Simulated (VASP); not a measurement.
# CdF2: single point with PBE

The system is CdF2.

```
CELL_PARAMETERS angstrom
0.00000 2.69688 2.69688
2.69688 0.00000 2.69688
2.69688 2.69688 0.00000
ATOMIC_POSITIONS crystal
Cd 0.00000 0.00000 0.00000
F 0.25000 0.25000 0.25000
F 0.75000 0.75000 0.75000
```

| Property | Result |
| --- | --- |
| Program | VASP 6.6.1 |
| Task | single point |
| Functional | PBE |
| Potentials or basis | VASP PAW PBE potentials, release 64 (Cd, F) |
| Cutoff | 520 eV |
| k mesh | 8 × 8 × 8 |
| Occupations | fermi-dirac, width 0.1 eV |
| Spin | no spin polarisation |

```json
{
  "Pressure": "5.8 GPa",
  "Band gap on the k mesh": "3.06 eV, indirect (least direct gap 3.56 eV)"
}
```

Levels at points of the mesh, in eV from the valence-band top:
| k point | band 10 | band 11 | band 12 | band 13 | band 14 | band 15 | band 16 | band 17 |
| --- | --- | --- | --- | --- | --- | --- | --- | --- |
| (0.00, 0.00, 0.00) | -0.96 | -0.50 | -0.50 | -0.50 | 3.06 | 12.69 | 12.69 | 12.69 |
| (0.50, 0.00, 0.00) | -1.83 | -1.83 | -0.40 | -0.40 | 7.15 | 9.15 | 14.47 | 14.47 |
| (0.50, 0.50, 0.00) | -2.94 | -0.49 | -0.09 | -0.09 | 7.98 | 9.64 | 11.92 | 14.26 |

Run time: 9.9 s on 1 thread of Intel(R) Xeon(R) 6975P-C (Granite Rapids) (shared host), peak memory 0.16 GiB.

A k mesh can miss the band edges. PBE gaps usually lie below the measured ones, often by a third to a half.
